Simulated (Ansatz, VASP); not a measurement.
Two plane-wave programs on Ge

Contents of INCAR:

```
PREC     = Accurate       # precision mode
ENCUT    = 520            # plane-wave cutoff, eV
EDIFF    = 1E-6           # SCF threshold, eV
ISMEAR   = 0              # smearing method
SIGMA    = 0.05           # smearing width, eV
LREAL    = F              # projectors in reciprocal space
LASPH    = T              # aspherical terms in the spheres
NELM     = 60             # most SCF steps
ALGO     = Normal         # electronic algorithm
ISIF     = 2              # what is computed and relaxed
LWAVE    = F              # write WAVECAR
LCHARG   = T              # write CHGCAR
GGA      = PS             # functional
LELF     = T              # ELF
LVHAR    = T            
NBANDS   = 21             # bands
```

File KPOINTS:

```
regular mesh
0
Gamma
  14 14 14
```

Contents of POSCAR:

```
Ge
1.0
    0.0000000000      2.8335802168      2.8335802168
    2.8335802168      0.0000000000      2.8335802168
    2.8335802168      2.8335802168      0.0000000000
Ge
2
Direct
    0.5000000000      0.5000000000      0.5000000000
    0.7500000000      0.7500000000      0.7500000000
```

Input for Ansatz:

```yaml
crystal:
  lattice:
    - [0.0, 2.8335802168, 2.8335802168]
    - [2.8335802168, 0.0, 2.8335802168]
    - [2.8335802168, 2.8335802168, 0.0]
  atoms:
    - { symbol: Ge, position: [0.5, 0.5, 0.5] }
    - { symbol: Ge, position: [0.75, 0.75, 0.75] }
basis:
  ecutwfc: 420
  ecutrho_ratio: 4
kpoints:
  mp_grid: { grid: [14, 14, 14] }
hamiltonian:
  xc: pbesol
scf:
  occupations: { method: gaussian, width: 0.05 }
output:
  forces: true
  stress: true
  eigenvalues: true
```

Alike in both runs: task single point; functional PBEsol; k mesh 14 × 14 × 14; occupations gaussian, width 0.05 eV; no spin polarisation.

```csv
,VASP,Ansatz
version,VASP 6.6.1,Ansatz 0.2.0
potentials or method,"VASP PAW PBE potentials, release 64 (Ge_d)","scalar-relativistic, plane waves, PAW"
plane-wave cutoff (eV),520,420
valence electrons in the cell,28,28
```

VASP gave:

| Property | Result |
| --- | --- |
| pressure (GPa) | 0.2 |

Estimate Ansatz's values.

pressure (GPa): 0.3.

The functional is the same, so the differences come from potentials, cutoffs and numerics.

Caveats: the PAW data sets were made with another functional, which shifts forces and pressure a little (VASP).
